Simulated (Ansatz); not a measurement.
# Sn (Immm) in Ansatz: notebook, part 2 of 2

Ansatz 0.2.0. Earlier steps stand in the parts before.

## 3. Single point, PBE0, 26.95 Å³/atom (volume scaled by 0.94)

Contents of input.yaml:

```yaml
crystal:
  lattice:
    - [-1.6912936206, 1.7393011766, 2.2906073406]
    - [1.6912936206, -1.7393011766, 2.2906073406]
    - [1.6912936206, 1.7393011766, -2.2906073406]
  atoms:
    - { symbol: Sn, position: [0.0, 0.0, 0.0] }
hamiltonian:
  xc: pbe0
  pseudopotentials: { kind: paw }
kpoints:
  mp_grid: { grid: [6, 6, 6] }
scf:
  occupations: { method: fermi_dirac, width: 0.05 }
output:
  forces: true
  stress: true
  eigenvalues: true
```

Potentials or basis: Ansatz PAW.

The run is started by

```bash
$ ansatz run input.yaml --threads 2 --pin off --max-ram 5632MiB --backend cpu --events-out ev --progress --plain --runs-dir out
```

The log of the run:

```text
Warning: output.stress: scf.convergence.dr2_threshold = 1e-7 eV (the SCF's general default) is looser than the 1e-10 eV advised for a printed stress (1e-10 eV for each atom of the cell: 1). What an SCF threshold leaves in a stress goes as its square root, and in the free energy as the threshold itself, and one threshold admits the most on a small cell: of the crystals measured, under no hybrid functional and no lock of the moments, on runs that ended without the residual-converged pass, on stresses that held no estimate of that error, the worst erred by over 100 MPa in a component at 1e-7 eV an atom and by under 5 at 1e-10. Set scf.convergence.dr2_threshold to 1e-10 eV or tighter. The threshold is an SCF's pass mark: one that does not reach it within its budget of iterations ends unconverged, or closes short of it on a stop that the run arms, and scf.convergence.dr2_threshold's page says what that costs each kind of run
Warning: output.stress: scf.exx.energy_threshold = 1e-6 eV is looser than the 1e-8 eV advised for a stress under a hybrid functional (1e-8 eV for each atom of the cell: 1). Every SCF of the exchange loop can meet its threshold on dr2 while the loop round them stops early: no threshold on dr2 bounds what that leaves in the stress. Set scf.exx.energy_threshold to 1e-8 eV or tighter. The threshold is the loop's pass mark: a loop that does not reach it within its budget of cycles ends unconverged, and scf.exx.energy_threshold's page has the law
Warning: RAYON_NUM_THREADS=2 ignored (pool sized by the plan → 2); use --threads N
Engine: ansatz 0.2.0, x86_64-unknown-linux-gnu
Pseudopotentials: kind: paw
Pseudopotential: Sn, paw, valence charge 14, recommended cutoff 420 eV (normal), Sn.paw.azcp
Functional definition: PBE0
  parameter a = 0.25
  parameter kappa = 0.804
  parameter beta = 0.06672455060314922
  exchange = (1 - a)*pbe_x(kappa = kappa, mu = beta*pi^2/3) + a*exact_x
  correlation = pbe_c(beta = beta)
Crystal: 1 atoms, lattice volume = 26.953 Å³
Basis set: ecut = 420 eV, 535 PW (Γ), exchange–correlation on 48×48×48 points (8 copies of the dense FFT grid, shifted against one another)
Bands: 11, of which v1, the nominal top of the filled ones, is band 7 counted from 1 (6 counted from 0)
Symmetry: 8 space group operations
Space group: Immm (ITA 71), of the structure as read, at distance tolerance 3.0e-5 Å
k-points: 46 of 216
Non-local potential: Sn, projectors of the file, l = 0: 2, l = 1: 2, l = 2: 2, l = 3: 2
PAW form: soft (Blöchl's): semilocal exchange-correlation on the pseudo side does not see the compensation charge
PAW frozen core: Sn, regenerated for the run's functional, and the local potential with it (the file was generated under x = pbe(κ = 0.804, μ = 0.2195149727645171), c = pbe(β = 0.06672455060314922))
PAW one-centre angular grid: Sn, 590 points (default); XC on 64 Gauss nodes
Initial density: superposition of atomic densities (neutral atoms: chi_scale 0, normalization atom), corrected by the library's trained network
Initial wavefunctions: pseudopotential atomic-orbital guess
Functional: x = pbe(κ = 0.804, μ = 0.2195149727645171), c = pbe(β = 0.06672455060314922), warm-up for x = 0.75 pbe(κ = 0.804, μ = 0.2195149727645171) + 0.25 exact, c = pbe(β = 0.06672455060314922)
SCF iter   1: F=—  HF=-6024.031772 eV  |F-HF|=—  |Δ(HF+E_count)|=         —  Δρ=9.88e-4  dr2=3.54e-4  ethr=1.77e-3  ⟨swp⟩=9.3  Hψ=2341  notcnv=2
preconditioner: auto → none  [metal: Δε(μ)=0.062 eV  Ē_g=23.171 eV  σ=0.050 eV  W_gap=0.30  n_scr=8 (ndim 8)  ℏωp=26.8 eV  f_vac=0.000  D(μ)=1.63/eV (n_scr^D=14)  sad-step TF]
SCF iter   2: F=—  HF=-6024.031924 eV  |F-HF|=—  |Δ(HF+E_count)|=   1.52e-4  Δρ=6.49e-4  dr2=1.37e-4  ethr=2.53e-6  ⟨swp⟩=4.7  Hψ=1573  notcnv=0  defer=7
iter 3 solved again at ethr=4.21e-8 eV; its pass at ethr=9.78e-7 eV (dr2=5.90e-6 eV) is discarded
[... 52 lines left out ...]
hybrid outer 4: dexx = +1.570e-11 eV, tail = 6.78e-12 eV, Δε = 1.94e-5 eV (about 4.82e-6 eV left of the loop's levels), ΔF = 1.58e-30 eV/Å (tail inf)
hybrid SCF converged: 4 outer / 22 inner (+7 warm-up), last move |dexx| = 1.57e-11 eV, tail = 6.78e-12 eV
Stability not checked: this state was not tested for a lower state beside it, because the functional holds exact exchange (a hybrid, or Hartree-Fock), whose exchange loop this test does not read (fock_operator; see scf.lower_state_search)
Free energy (F): -6027.269777 eV
Frozen-core exchange: fock
Harris-Foulkes:  -6027.269777 eV  (|F-HF|=1.82e-12)
Internal energy: -6027.268016 eV  (E = F + TS)
E sigma→0 (E₀):  -6027.268897 eV
Entropy (-TS):   -0.001761 eV (-1.761 meV/atom)
Fermi energy:    11.208738 eV
--- Per-component energies (eV) ---
  E_band       = -110.594843
  E_kinetic    = 185.647268
  E_local      = -816.828805  (includes V_loc(G=0)·N_el)
  E_nonlocal   = -33.760879
  E_hartree    = 518.076393
  E_xc         = -293.059740
  E_vxc        = -74.453437  (∫ρ·V_xc dr)
  E_exx        = -41.795153  (= α·E_x^exact, valence–valence)
  E_paw        = -4186.552780  (= ΣΔE_a)
  E_vpaw       = -323.761495  (= ΣTr[D̂ρ^β])
  E_aug_tail   = -0.000000  (compensation charges beyond the density's cutoff)
  E_ewald      = -1359.266655
  E_core_change = 0.272334  (= ΣΔE_core)
  E_smearing   = -0.001761  (= −TS)
  E_closure    = 0.000000  (closes the sum)
  Σ components = -6027.269777   (vs F -6027.269777, Δ=-9.09e-13)
--- Forces (eV/Å), atoms counted from 1 ---
  atom   1  Sn     0.00000000    -0.00000000     0.00000000
  max |Σ_I F_I| component: 1.58e-30 eV/Å
--- Stress (GPa, compression-positive) ---
       -3.342917      -0.000000      -0.000000
       -0.000000       8.098037       0.000000
       -0.000000       0.000000      -0.255203
  P = ⅓ Tr σ = 1.5000 GPa (15.000 kbar)
--- Band table (eV; the first three rows and the last of 46) ---
  k-point 0: bands = ["-13.3383", "-13.3216", "-13.3011", "-13.2615", "-13.2089", "-2.0528", "19.7381", "19.8995", "20.4137", "22.7919", "23.6032"]
  k-point 1: bands = ["-13.3525", "-13.2787", "-13.2767", "-13.2657", "-13.2020", "-1.2187", "17.3408", "17.3488", "17.7318", "20.2436", "21.6292"]
  k-point 2: bands = ["-13.3961", "-13.3263", "-13.1958", "-13.1744", "-13.1734", "1.2839", "11.7865", "14.7352", "15.1302", "18.3619", "18.4008"]
  k-point 45: bands = ["-13.4120", "-13.3493", "-13.1670", "-13.1287", "-13.1274", "5.9702", "6.8874", "12.7277", "13.6118", "16.4212", "17.3135"]
```

Run time: 32 s. Hardware: 2 threads of AMD EPYC (Zen 3), shared host; peak memory 0.86 GiB.

What came out:

```
Free energy            : -6027.2698 eV
Pressure               : 1.5 GPa
Band gap on the k mesh : none (metal or under the smearing width)
```

Caveat: the k mesh is coarse (spacing up to 0.43 Å⁻¹), so the values aren't converged, least of all with exact exchange; the PAW data sets come from PBE, with cores solved anew for the run's functional, which leaves a small shift of forces and pressure; the thresholds are loose for stress.

## 4. Single point, PBE0, 27.53 Å³/atom (volume scaled by 0.96)

Contents of input.yaml:

```yaml
crystal:
  lattice:
    - [-1.7032045314, 1.75155018, 2.3067389097]
    - [1.7032045314, -1.75155018, 2.3067389097]
    - [1.7032045314, 1.75155018, -2.3067389097]
  atoms:
    - { symbol: Sn, position: [0.0, 0.0, 0.0] }
hamiltonian:
  xc: pbe0
  pseudopotentials: { kind: paw }
kpoints:
  mp_grid: { grid: [6, 6, 6] }
scf:
  occupations: { method: fermi_dirac, width: 0.05 }
output:
  forces: true
  stress: true
  eigenvalues: true
  write_density: true
  write_potential: true
  elf: true
  volumetric_format: npy
```

The run is started by

```bash
$ ansatz run input.yaml --threads 2 --pin off --max-ram 5632MiB --backend cpu --events-out ev --progress --plain --runs-dir out
```

Run time: 34 s. Hardware: 2 threads of AMD EPYC (Zen 3), shared host; peak memory 0.86 GiB.

It converged, with:

* Free energy: -6027.2729 eV
* Pressure: 0.3 GPa
* Band gap on the k mesh: none (metal or under the smearing width)

Caveat: the k mesh is coarse (spacing up to 0.43 Å⁻¹), so the values aren't converged, least of all with exact exchange; the PAW data sets come from PBE, with cores solved anew for the run's functional, which leaves a small shift of forces and pressure; the thresholds are loose for stress.

## 5. Single point, PBE0, 28.10 Å³/atom (volume scaled by 0.98)

input.yaml, as its differences from that of step 4:

```diff
@@ -2,5 +2,5 @@
   lattice:
-    - [-1.7032045314, 1.75155018, 2.3067389097]
-    - [1.7032045314, -1.75155018, 2.3067389097]
-    - [1.7032045314, 1.75155018, -2.3067389097]
+    - [-1.7149511408, 1.7636302181, 2.3226479567]
+    - [1.7149511408, -1.7636302181, 2.3226479567]
+    - [1.7149511408, 1.7636302181, -2.3226479567]
   atoms:
```

The run is started by

```bash
$ ansatz run input.yaml --threads 2 --pin off --max-ram 5632MiB --backend cpu --events-out ev --progress --plain --runs-dir out
```

Wall time 40 s (2 threads of AMD EPYC (Zen 3), shared host); peak memory 0.87 GiB.

It converged, with:

- Free energy: -6027.2720 eV
- Pressure: -0.8 GPa
- Band gap on the k mesh: none (metal or under the smearing width)

Caveat: the k mesh is coarse (spacing up to 0.43 Å⁻¹), so the values aren't converged, least of all with exact exchange; the PAW data sets come from PBE, with cores solved anew for the run's functional, which leaves a small shift of forces and pressure; the thresholds are loose for stress.

## 6. Single point, PBE0, 28.67 Å³/atom

Contents of input.yaml:

```yaml
crystal:
  lattice:
    - [-1.726539, 1.775547, 2.338342]
    - [1.726539, -1.775547, 2.338342]
    - [1.726539, 1.775547, -2.338342]
  atoms:
    - { symbol: Sn, position: [0.0, 0.0, 0.0] }
hamiltonian:
  xc: pbe0
  pseudopotentials: { kind: paw }
kpoints:
  mp_grid: { grid: [6, 6, 6] }
scf:
  occupations: { method: fermi_dirac, width: 0.05 }
output:
  forces: true
  stress: true
  eigenvalues: true
```

Potentials or basis: Ansatz PAW.

The run is started by

```bash
$ ansatz run input.yaml --threads 2 --pin off --max-ram 5632MiB --backend cpu --events-out ev --progress --plain --runs-dir out
```

Wall time 38 s (2 threads of AMD EPYC (Zen 3), shared host); peak memory 0.87 GiB.

It converged, with:

```yaml
Free_energy: -6027.2670 eV
Pressure: -1.1 GPa
Band_gap_on_the_k_mesh: none (metal or under the smearing width)
```

Caveat: the k mesh is coarse (spacing up to 0.42 Å⁻¹), so the values aren't converged, least of all with exact exchange; the PAW data sets come from PBE, with cores solved anew for the run's functional, which leaves a small shift of forces and pressure; the thresholds are loose for stress.

## 7. Single point, PBE0, 29.25 Å³/atom (volume scaled by 1.02)

input.yaml, as its differences from that of step 6:

```diff
@@ -2,5 +2,5 @@
   lattice:
-    - [-1.726539, 1.775547, 2.338342]
-    - [1.726539, -1.775547, 2.338342]
-    - [1.726539, 1.775547, -2.338342]
+    - [-1.7379733663, 1.7873059321, 2.3538281599]
+    - [1.7379733663, -1.7873059321, 2.3538281599]
+    - [1.7379733663, 1.7873059321, -2.3538281599]
   atoms:
```

The run is started by

```bash
$ ansatz run input.yaml --threads 2 --pin off --max-ram 5632MiB --backend cpu --events-out ev --progress --plain --runs-dir out
```

Wall time 33 s (2 threads of AMD EPYC (Zen 3), shared host); peak memory 0.94 GiB.

The run converged. Its results:

| Quantity | Value |
| --- | --- |
| Free energy | -6027.2614 eV |
| Pressure | -2.0 GPa |
| Band gap on the k mesh | none (metal or under the smearing width) |

Caveat: the k mesh is coarse (spacing up to 0.42 Å⁻¹), so the values aren't converged, least of all with exact exchange; the PAW data sets come from PBE, with cores solved anew for the run's functional, which leaves a small shift of forces and pressure; the thresholds are loose for stress.

## 8. Single point, PBE0, 29.82 Å³/atom (volume scaled by 1.04)

input.yaml, as its differences from that of step 7:

```diff
@@ -2,5 +2,5 @@
   lattice:
-    - [-1.7379733663, 1.7873059321, 2.3538281599]
-    - [1.7379733663, -1.7873059321, 2.3538281599]
-    - [1.7379733663, 1.7873059321, -2.3538281599]
+    - [-1.7492592239, 1.79891214, 2.3691131866]
+    - [1.7492592239, -1.79891214, 2.3691131866]
+    - [1.7492592239, 1.79891214, -2.3691131866]
   atoms:
```

The run is started by

```bash
$ ansatz run input.yaml --threads 2 --pin off --max-ram 5632MiB --backend cpu --events-out ev --progress --plain --runs-dir out
```

Run time: 37 s. Hardware: 2 threads of AMD EPYC (Zen 3), shared host; peak memory 0.88 GiB.

The run converged. Its results:

```
Free energy            : -6027.2525 eV
Pressure               : -2.9 GPa
Band gap on the k mesh : none (metal or under the smearing width)
```

Caveat: the k mesh is coarse (spacing up to 0.42 Å⁻¹), so the values aren't converged, least of all with exact exchange; the PAW data sets come from PBE, with cores solved anew for the run's functional, which leaves a small shift of forces and pressure; the thresholds are loose for stress.

## 9. Single point, PBE0, 30.39 Å³/atom (volume scaled by 1.06)

input.yaml, as its differences from that of step 8:

```diff
@@ -2,5 +2,5 @@
   lattice:
-    - [-1.7492592239, 1.79891214, 2.3691131866]
-    - [1.7492592239, -1.79891214, 2.3691131866]
-    - [1.7492592239, 1.79891214, -2.3691131866]
+    - [-1.7604013028, 1.810370488, 2.3842034864]
+    - [1.7604013028, -1.810370488, 2.3842034864]
+    - [1.7604013028, 1.810370488, -2.3842034864]
   atoms:
```

Potentials or basis: Ansatz PAW.

The run is started by

```bash
$ ansatz run input.yaml --threads 2 --pin off --max-ram 5632MiB --backend cpu --events-out ev --progress --plain --runs-dir out
```

It took 38 s on 2 threads of AMD EPYC (Zen 3), shared host; peak memory 0.96 GiB.

Results (log left out):

| Item | Value |
| --- | --- |
| Free energy | -6027.2409 eV |
| Pressure | -3.6 GPa |
| Band gap on the k mesh | none (metal or under the smearing width) |

Caveat: the k mesh is coarse (spacing up to 0.41 Å⁻¹), so the values aren't converged, least of all with exact exchange; the PAW data sets come from PBE, with cores solved anew for the run's functional, which leaves a small shift of forces and pressure; the thresholds are loose for stress.

## 10. Equation of state, PBE0

Potentials or basis: Ansatz PAW.

This step only gathers the single runs of the series.

What came out:

| Item | Value |
| --- | --- |
| Equilibrium volume | 27.66 Å³/atom |
| Bulk modulus at fixed shape and positions | 46 GPa |
| Pressure derivative of the bulk modulus | 5.7 (rough: it moves with the points fitted) |

Energy against volume, from the lowest point:
| volume (Å³/atom) | energy (meV/atom) |
| --- | --- |
| 26.953 | 3.14 |
| 27.526 | 0.00 |
| 28.100 | 0.94 |
| 28.673 | 5.87 |
| 29.247 | 11.57 |
| 29.820 | 20.37 |
| 30.394 | 31.98 |

Caveat: the k mesh is coarse (spacing up to 0.42 Å⁻¹), so the values aren't converged, least of all with exact exchange; the fit is doubtful: noisy points or a state that changes with volume; the cell was scaled at fixed shape and fractional positions, which overstates the stiffness of a crystal with free parameters, most of all of layers and chains; the PAW data sets were made with another functional, which shifts forces and pressure a little.
